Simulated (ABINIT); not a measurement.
Here is an ABINIT 10.8.3 (patched build) calculation.

run.abi

```
ndtset 2

pp_dirpath "./"
pseudos "Mg.upf, O.upf"

acell 3*1.0 Angstrom
rprim
     0.0000000000     2.0970013927     2.0970013927
     2.0970013927     0.0000000000     2.0970013927
     2.0970013927     2.0970013927     0.0000000000
ntypat 2
znucl 12 8
natom 2
typat 1 2
xred
     0.0000000000     0.0000000000     0.0000000000
     0.5000000000     0.5000000000     0.5000000000

ecut 46.0

ixc -116133

occopt 3
tsmear 0.05 eV

nstep 100

iomode 3
prtwf 0
prteig 0
prtebands 0
prtden1 1

kptopt1 1
ngkpt1 11 11 11
nshiftk1 1
shiftk1 0.0 0.0 0.0
nband1 12
tolvrs1 1.0e-10

iscf2 -2
getden2 1
nband2 18
nbdbuf2 4
tolwfr2 1.0e-11
kptopt2 -9
ndivsm2 5
prteig2 1
prtvol2 -3
kptbounds2
     0.0000000000     0.0000000000     0.0000000000
     0.5000000000     0.0000000000     0.5000000000
     0.5000000000     0.2500000000     0.7500000000
     0.3750000000     0.3750000000     0.7500000000
     0.0000000000     0.0000000000     0.0000000000
     0.5000000000     0.5000000000     0.5000000000
     0.6250000000     0.2500000000     0.6250000000
     0.5000000000     0.2500000000     0.7500000000
     0.5000000000     0.5000000000     0.5000000000
     0.3750000000     0.3750000000     0.7500000000
```

Potentials or basis: PseudoDojo NC SR PBEsol v0.4 stringent.

Launch:

```sh
$ abinit run.abi > log 2>&1
```

Question: Predict the band gap on the k mesh.

Answer: 4.78 eV, direct.

Question: Predict the pressure.

Answer: 2.4 GPa.

Question: Estimate the band gap along the path.

Answer: 4.78 eV, direct.

Levels at the corners of the path, in eV from the valence-band top:
| point | band 4 | band 5 | band 6 | band 7 | band 8 | band 9 | band 10 | band 11 | band 12 | band 13 |
| --- | --- | --- | --- | --- | --- | --- | --- | --- | --- | --- |
| Γ | -38.84 | -17.22 | 0.00 | 0.00 | 0.00 | 4.78 | 15.85 | 15.85 | 15.85 | 19.59 |
| X | -38.87 | -15.60 | -4.16 | -1.37 | -1.37 | 9.03 | 10.03 | 13.09 | 19.03 | 19.03 |
| W | -38.87 | -15.53 | -3.02 | -3.02 | -1.81 | 11.62 | 11.62 | 12.25 | 15.58 | 22.06 |
| K | -38.86 | -15.57 | -3.56 | -2.77 | -1.16 | 10.04 | 11.84 | 12.51 | 18.18 | 18.40 |
| Γ | -38.84 | -17.22 | 0.00 | 0.00 | 0.00 | 4.78 | 15.85 | 15.85 | 15.85 | 19.59 |
| L | -38.85 | -15.83 | -4.72 | -0.66 | -0.66 | 7.84 | 12.65 | 16.32 | 16.32 | 21.07 |
| U | -38.86 | -15.57 | -3.56 | -2.77 | -1.16 | 10.04 | 11.84 | 12.51 | 18.18 | 18.40 |
| W | -38.87 | -15.53 | -3.02 | -3.02 | -1.81 | 11.62 | 11.62 | 12.25 | 15.58 | 22.06 |
| L | -38.85 | -15.83 | -4.72 | -0.66 | -0.66 | 7.84 | 12.65 | 16.32 | 16.32 | 21.07 |
| K | -38.86 | -15.57 | -3.56 | -2.77 | -1.16 | 10.04 | 11.84 | 12.51 | 18.18 | 18.40 |

**What was measured.**

From “Electronic structure of alkaline earth and post-transition metal oxides”, 2009, arxiv:0908.1581, for a bulk crystal of MgO: band gap 7.83 eV.

A measured gap of MgO is 7.83 eV (quoted in “Electronic structure of alkaline earth and post-transition metal oxides”, 2009, arxiv:0908.1581); the calculated 4.78 eV misses it by -3.05 eV. The value is that of PBEsol, without temperature or zero-point motion. Semilocal functionals fall short of measured gaps as a rule. The cell is a database's relaxed one, not the measured one, which moves gaps too.
